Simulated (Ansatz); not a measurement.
# WC: the cost of one run

Computed with Ansatz 0.2.0 (DFT PBE, scalar-relativistic, plane waves, PAW, unless a step's input says otherwise).

1 further run of the same task is left out (set aside as unsound or not needed).

## (1) Starting point

Symmetry: P-6m2, No. 187, hexagonal system. The conventional cell has a = 2.922 Å, b = 2.922 Å, c = 2.847 Å, α = 90.00°, β = 90.00°, γ = 120.00°. Around W (site symmetry -6m2) lie 6 C at 2.21 Å. C (site symmetry -6m2) is surrounded by 6 W at 2.21 Å.

As a file:

```xyz
2
Lattice="2.9217 0.0000 0.0000 -1.4608 2.5302 0.0000 0.0000 0.0000 2.8471" Properties=species:S:1:pos:R:3 pbc="T T T"
W     0.0000    0.0000    0.0000
C     1.4608    0.8434    1.4235
```

This cell was relaxed beforehand with the same method: volume 10.52 Å³/atom, gap on the mesh none (metal).

Reference energy of this cell: -10636.0594 eV (2 atoms, 18×18×14 mesh, zero smearing).

## (2) Cell: 6 C and 6 W atoms exchanged at random in the cell repeated 12 times

In a supercell of the relaxed crystal with 24 atoms, 6 C and as many W trade places (50 % of the C sites); all atoms are shaken by 0.02 Å.

The cell holds 12 C, 12 W: a = 6.500 Å, b = 6.500 Å, c = 6.500 Å, α = 102.25°, β = 102.25°, γ = 102.25°.

## (3) Relaxing on a coarse mesh

A cheap relaxation: coarse mesh, no symmetry, loose thresholds.

File input.yaml:

```yaml
crystal:
  lattice:
    - [-2.9216789052, -5.0604963073, -2.8470525967]
    - [-2.9216789052, 5.0604963073, -2.8470525967]
    - [5.8433578105, 0.0, -2.8470525967]
  atoms:
    - { symbol: C, position: [0.3358657027, 0.3346226633, 0.3309481601] }
    - { symbol: C, position: [0.4979706398, 0.9980741997, 0.4967095591] }
    - { symbol: W, position: [0.1640757503, 0.6629528768, 0.1610640501] }
    - { symbol: C, position: [0.5056410587, 0.5054583996, 0.0018556048] }
    - { symbol: C, position: [0.1616029431, 0.1678092698, 0.6614659489] }
    - { symbol: W, position: [0.3334035743, 0.8366196626, 0.8376071237] }
    - { symbol: C, position: [0.0028411457, 0.501546402, 0.5004062781] }
    - { symbol: C, position: [0.6638688795, 0.167203828, 0.1647360688] }
    - { symbol: W, position: [0.8296583495, 0.83347033, 0.3260686408] }
    - { symbol: W, position: [0.8358792358, 0.3314496981, 0.8291792631] }
    - { symbol: W, position: [0.0006166686, 0.9926905343, 0.9988708593] }
    - { symbol: W, position: [0.6602949858, 0.6615352902, 0.6634382341] }
    - { symbol: C, position: [0.328517692, 0.0009309793, 0.1677481604] }
    - { symbol: W, position: [0.4986902555, 0.6684254895, 0.3362365228] }
    - { symbol: W, position: [0.1664460581, 0.3285137667, 0.998414096] }
    - { symbol: W, position: [0.4975061526, 0.1639400824, 0.833815212] }
    - { symbol: C, position: [0.171249392, 0.8325128205, 0.5059092718] }
    - { symbol: W, position: [0.3326405006, 0.5007307319, 0.6637713475] }
    - { symbol: C, position: [0.0006629051, 0.1665661095, 0.3369249068] }
    - { symbol: C, position: [0.6591217012, 0.8313016516, 0.9968801831] }
    - { symbol: C, position: [0.832981467, 0.5021446332, 0.1709869255] }
    - { symbol: C, position: [0.8275246836, 0.9957643174, 0.6686265244] }
    - { symbol: W, position: [0.0042159182, 0.6640517343, 0.8269905213] }
    - { symbol: W, position: [0.6674274425, 0.3344505796, 0.4958724349] }
  symmetry: { detect: false }
basis:
  ecutwfc: 420
kpoints:
  mp_grid: { grid: [2, 2, 2], shift: [0.5, 0.5, 0.5] }
hamiltonian:
  xc: pbe
scf:
  occupations: { method: gaussian, width: 0.1 }
  lower_state_search: "off"
output:
  forces: true
  stress: true
  eigenvalues: true
relax:
  adjacent_minimum: "off"
  f_tol: 0.04
  max_steps: 50
  cell: { stress_tol: 0.3 }
```

The run is started by

```bash
ansatz run input.yaml --threads 4 --pin off --max-ram 9216MiB --backend cpu --events-out ev --progress --plain --runs-dir out
```

What time and memory should one allow on 4 threads of Arm Neoverse V1, shared host?

About 2.7 min, with a peak of 0.92 GiB.
